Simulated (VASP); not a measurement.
A run of VASP 6.6.1:

INCAR

```
SYSTEM = SiC
  ALGO = Normal
  EDIFF = 1E-7
  ENCUT = 520
  GGA = PE
  ISIF = 2
  ISMEAR = 0
  LASPH = .TRUE.
  LCHARG = .FALSE.
  LREAL = .FALSE.
  LWAVE = .FALSE.
  NBANDS = 16
  NELM = 60
  PREC = Accurate
  SIGMA = 0.02
```

File KPOINTS:

```
k-points
0
G
  12 12 6
  0 0 0
```

POSCAR

```
SiC                                     
1.0
    3.0917004510      0.0000000000      0.0000000000
   -1.5458502255      2.6774911294      0.0000000000
    0.0000000000      0.0000000000      5.0740955537
  Si              C             
     2     2
Direct
     0.3333333300000021    0.6666666699999979    0.0045845818244814
     0.6666666699999979    0.3333333300000021    0.5045845818244814
     0.3333333300000021    0.6666666699999979    0.3804154181755166
     0.6666666699999979    0.3333333300000021    0.8804154181755166
```

KPOINTS_OPT

```
path GMKGALHA,LM,KH
10
line-mode
reciprocal
 0.0000000000  0.0000000000  0.0000000000  G
 0.5000000000  0.0000000000  0.0000000000  M

 0.5000000000  0.0000000000  0.0000000000  M
 0.3333333333  0.3333333333  0.0000000000  K

 0.3333333333  0.3333333333  0.0000000000  K
 0.0000000000  0.0000000000  0.0000000000  G

 0.0000000000  0.0000000000  0.0000000000  G
 0.0000000000  0.0000000000  0.5000000000  A

 0.0000000000  0.0000000000  0.5000000000  A
 0.5000000000  0.0000000000  0.5000000000  L

 0.5000000000  0.0000000000  0.5000000000  L
 0.3333333333  0.3333333333  0.5000000000  H

 0.3333333333  0.3333333333  0.5000000000  H
 0.0000000000  0.0000000000  0.5000000000  A

 0.5000000000  0.0000000000  0.5000000000  L
 0.5000000000  0.0000000000  0.0000000000  M

 0.3333333333  0.3333333333  0.0000000000  K
 0.3333333333  0.3333333333  0.5000000000  H
```

Potentials or basis: VASP PAW PBE potentials, release 64 (Si, C).

Launch:

```console
$ cat potpaw_PBE.64/Si/POTCAR potpaw_PBE.64/C/POTCAR > POTCAR
$ mpirun -np 1 vasp_std > vasp.out
```

Hardware: 1 thread of Intel(R) Xeon(R) Platinum 8259CL CPU @ 2.50GHz (Skylake/Cascade Lake), with other jobs on the host.

Task: How long does it take, and how much memory?

Result: Wall time 58 s on 1 thread of Intel(R) Xeon(R) Platinum 8259CL CPU @ 2.50GHz (Skylake/Cascade Lake), on a shared host, peak memory 0.2 GiB. Counts: scf iterations 31, k points 76.
